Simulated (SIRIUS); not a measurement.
Mo:

```
Mo
1.0
    -1.58381    1.58381    1.58381
     1.58381   -1.58381    1.58381
     1.58381    1.58381   -1.58381
Mo
1
Direct
  0.00000 0.00000 0.00000
```

| Property | Result |
| --- | --- |
| Program | SIRIUS 7.12.0 |
| Task | single point |
| Functional | PBEsol |
| Potentials or basis | PseudoDojo 0.4.1 PBEsol standard (scalar relativistic) |
| Cutoff | 1102 eV |
| Density cutoff | 4408 eV |
| k mesh | 12 × 12 × 12 |
| Occupations | fermi-dirac, width 0.05 eV |
| Spin | no spin polarisation |

On this cell: pressure -9.4 GPa; band gap on the k mesh none (metal or under the smearing width).

The same run follows on a disturbed copy (cell strained at random at fixed volume):

```xyz
1
Lattice="-1.5944 1.5913 1.5845 1.6124 -1.5431 1.5543 1.6066 1.5553 -1.5363" Properties=species:S:1:pos:R:3 pbc="T T T"
Mo   -0.0831   -0.0073   -0.0091
```

Q: What does the disturbed cell give?

A: The energy (extrapolated to zero smearing) moves by +12.2 meV/atom; pressure -9.1 GPa; band gap on the k mesh none (metal or under the smearing width).

Stress tensor (GPa, compression positive):
```
-14.38  -0.80  -1.22
 -0.80  -6.92  -3.09
 -1.22  -3.09  -6.02
```
